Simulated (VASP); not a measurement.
Wanted: the native input for a VASP 6.6.1 run.

```
Task                   : relaxation of cell and atoms
Functional             : RPBE
Dispersion             : D4
Potentials or basis    : VASP PAW PBE potentials, release 64 (Ta_pv, N)
Cutoff                 : 600 eV
k mesh                 : 7 × 7 × 4
Occupations            : fermi-dirac, width 0.05 eV
Spin                   : no spin polarisation
Further INCAR settings : ALGO = Normal; EDIFF = 1e-06; IBRION = 2; EDIFFG = -0.01; NSW = 40; ISIF = 3
```

The structure of TaN lies in POSCAR:

```
TaN
1.0
    2.9217699809      0.0000000000      0.0000000000
   -1.4608849905      2.5303270275      0.0000000000
    0.0000000000      0.0000000000      5.9165150000
Ta N
2 2
Direct
    0.0000000000      0.0000000000      0.5000000000
    0.0000000000      0.0000000000      0.0000000000
    0.3333333333      0.6666666667      0.2500000000
    0.6666666667      0.3333333333      0.7500000000
```

The cell comes from a database or a generator and needn't be the stable form of this composition.

The input as run:

INCAR

```
PREC     = Accurate       # precision mode
ENCUT    = 600            # plane-wave cutoff, eV
EDIFF    = 1E-6           # SCF threshold, eV
ISMEAR   = -1             # smearing method
SIGMA    = 0.05           # smearing width, eV
LREAL    = False          # projectors in reciprocal space
LASPH    = True           # aspherical terms in the spheres
NELM     = 80             # most SCF steps
ALGO     = Normal         # electronic algorithm
ISIF     = 3              # what is computed and relaxed
LWAVE    = False          # write WAVECAR
LCHARG   = False          # write CHGCAR
GGA      = RP             # functional
IVDW     = 13             # dispersion correction
IBRION   = 2              # ionic algorithm
NSW      = 40             # ionic steps
EDIFFG   = -0.01          # ionic threshold
```

KPOINTS

```
Automatic mesh
0
Gamma
  7 7 4
```

Potentials or basis: VASP PAW PBE potentials, release 64 (Ta_pv, N).

Command:

```console
$ cat potpaw_PBE.64/Ta_pv/POTCAR potpaw_PBE.64/N/POTCAR > POTCAR
$ mpirun -np 1 vasp_std > vasp.out
```

It gave:

```
Relaxed volume                         : 10.73 Å³/atom
Relaxed cell                           : a = 2.898 Å, b = 2.898 Å, c = 5.904 Å, α = 90.00°, β = 90.00°, γ = 120.00°
Space group after relaxing (to 0.05 Å) : P6_3/mmc (No. 194)
Energy gained by relaxing              : 4.1 meV/atom
Ionic steps                            : 6
Pressure after relaxing                : 0.1 GPa
Band gap on the k mesh                 : none (metal or under the smearing width)
Dispersion energy per atom             : -0.612 eV
```

Caveat: the PAW data sets were made with another functional, which shifts forces and pressure a little; pairwise dispersion overbinds metals, which lowers pressure and volume.

It took 82 s on 1 thread of Intel(R) Xeon(R) Platinum 8375C CPU @ 2.90GHz (Ice Lake), on a shared host, peak memory 0.19 GiB.
